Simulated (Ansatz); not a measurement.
# Ge (bcc type): how the settings move a single-point run

Question: which choices in the input matter for Ge (bcc type)?

Method: reference: DFT, LDA, PAW with Ansatz's default frozen-core files, scalar-relativistic, in Ansatz 0.2.0.

2 further runs of the same task are left out: 1 that didn't finish, 1 set aside as unsound or not needed. Runs told in other sessions of the task aren't counted.

## (1) The starting structure

Symmetry: Im-3m, No. 229, cubic system. Conventional cell: a = 3.296 Å, b = 3.296 Å, c = 3.296 Å, α = 90.00°, β = 90.00°, γ = 90.00°. Ge (site symmetry m-3m) has 8 Ge at 2.85 Å in its first shell of neighbours.

As a file:

```cif
data_structure
_symmetry_space_group_name_H-M 'Im-3m'
_symmetry_Int_Tables_number 229
_cell_length_a 3.2961
_cell_length_b 3.2961
_cell_length_c 3.2961
_cell_angle_alpha 90.000
_cell_angle_beta 90.000
_cell_angle_gamma 90.000
_cell_volume 35.81
loop_
_atom_site_label
_atom_site_type_symbol
_atom_site_symmetry_multiplicity
_atom_site_Wyckoff_symbol
_atom_site_fract_x
_atom_site_fract_y
_atom_site_fract_z
_atom_site_occupancy
Ge1 Ge 2 a 0.00000 0.00000 0.00000 1
```

## (2) The reference run

Contents of input.yaml:

```yaml
crystal:
  lattice:
    - [-1.6480415715, 1.6480415715, 1.6480415715]
    - [1.6480415715, -1.6480415715, 1.6480415715]
    - [1.6480415715, 1.6480415715, -1.6480415715]
  atoms:
    - { symbol: Ge, position: [0.0, 0.0, 0.0] }
kpoints:
  mp_grid: { grid: [18, 18, 18] }
  band_path:
    path:
      - [0.0, 0.0, 0.0]
      - [0.5, -0.5, 0.5]
      - [0.0, 0.0, 0.5]
      - [0.0, 0.0, 0.0]
      - [0.25, 0.25, 0.25]
      - [0.5, -0.5, 0.5]
      - [0.25, 0.25, 0.25]
      - [0.0, 0.0, 0.5]
    npoints: 8
scf:
  occupations: { method: fermi_dirac, width: 0.1 }
hamiltonian:
  xc: lda
  pseudopotentials: { kind: paw }
output:
  forces: true
  stress: true
  eigenvalues: true
  populations: true
  dos: { projected: true, de: 0.2, e_range: [-14, 8] }
```

On the command line:

```bash
ansatz run input.yaml --threads 1 --pin off --max-ram 2048MiB --backend cpu --events-out ev --progress --plain --runs-dir out
```

## (3) Variant: xc pbe

Changes to input.yaml since step 2:

```diff
@@ -23,3 +23,3 @@
 hamiltonian:
-  xc: lda
+  xc: pbe
   pseudopotentials: { kind: paw }
@@ -30,2 +30 @@
   populations: true
-  dos: { projected: true, de: 0.2, e_range: [-14, 8] }
```

Q: Predict the outcome of this session. Wanted: for each run, ending; energy change; pressure; gap; force.

**Answer**, as computed:

| run | ending | energy change | pressure (GPa) | gap (eV) | force (eV/Å) | cycles | time |
| --- | --- | --- | --- | --- | --- | --- | --- |
| reference | converged | - | 0.0 | 0.00 | 0.00 | 6 | 3.2 s |
| 1: xc pbe | converged | not comparable | 5.7 | 0.00 | 0.00 | 6 | 3.2 s |

Times don't compare one to one where runs were asked for different outputs or read a saved state (see the inputs); cycles may leave out searches for a lower state.

Residual by cycle in the longest SCF loop of each run; runs are numbered as in the table. The quantity is the density residual dr2, in eV.

| cycle | reference | run 1 |
| --- | --- | --- |
| 1 | 0.00245 | 2.8e-5 |
| 2 | 4.5e-4 | 1.4e-5 |
| 3 | 4.0e-6 | 3.3e-6 |
| 4 | 3.6e-8 | 6.8e-7 |
| 5 | 1.0e-8 | 2.6e-8 |
| 6 | 1.5e-10 | 1.8e-9 |

What this shows: After a change of functional the difference of the totals has no physical meaning; the pressure goes from 0.0 to 5.7 GPa. At this fixed cell a higher pressure means that this functional prefers a larger volume than the reference.
